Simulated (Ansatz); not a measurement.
# Equation of state of WS2

```
CELL_PARAMETERS angstrom
1.57900 0.91164 6.16333
-1.57900 0.91164 6.16333
0.00000 -1.82327 6.16333
ATOMIC_POSITIONS crystal
W 0.00000 0.00000 0.00000
S 0.75030 0.75030 0.75030
S 0.58100 0.58100 0.58100
```

The cell is COD entry 9012192, as deposited and not checked against the literature; nothing was relaxed.

No spin–orbit coupling, which matters for the heavy atoms here.

All numbers are computed: DFT, PBE, all-electron LAPW, scalar-relativistic (Ansatz 0.2.0); DFT, PBE, PAW with Ansatz's default frozen-core files, scalar-relativistic (Ansatz 0.2.0).

For LAPW: a Γ-centred 13×13×13 k mesh, Fermi–Dirac smearing of 0.08 eV, basis error target 0.5 meV/atom, no spin polarisation. PAW takes a cutoff of 420 eV at this cell. The Ansatz runs share mesh, smearing and spin set-up. Plane-wave (PAW) pressures include the program's estimate of the Pulay term.

The cell above is scaled evenly, with fractional coordinates and shape held.

```
V/V(cell)  V (Å³/atom)  P, LAPW (GPa)  P, PAW (GPa)  gap on the k mesh, LAPW (eV)  free energy over the lowest listed, PAW (meV/atom)
   0.9400       16.679          17.02         17.00                          1.02                                                75.9
   0.9600       17.034          12.45         12.42                          1.04                                                43.4
   0.9800       17.389           8.34          8.30                          1.05                                                20.6
   0.9900       17.566           6.44          6.39                          1.06                                                12.5
   1.0000       17.744           4.64          4.58                          1.07                                                 6.4
   1.0100       17.921              ?             ?                             ?                                                   ?
   1.0200       18.099           1.30          1.24                          1.08                                                 0.0
   1.0400       18.454          -1.70         -1.76                          1.09                                                 0.6
   1.0600       18.809          -4.40         -4.47                          1.10                                                 7.6
```

Fill in the row V/V(cell) = 1.0100.

P, LAPW (GPa) = 2.93, P, PAW (GPa) = 2.87, gap on the k mesh, LAPW (eV) = 1.07, free energy over the lowest listed, PAW (meV/atom) = 2.3.

What do Birch–Murnaghan fits to the pressures give?

LAPW: V0 = 18.25 Å³/atom, B0 = 156 GPa, B0′ = 4.3; PAW: V0 = 18.24 Å³/atom, B0 = 156 GPa, B0′ = 4.4.

PAW's V0 lies -0.04 % from the all-electron value and its B0 0.3 %. With shape and internal coordinates held, B0 is an upper bound to the relaxed modulus.
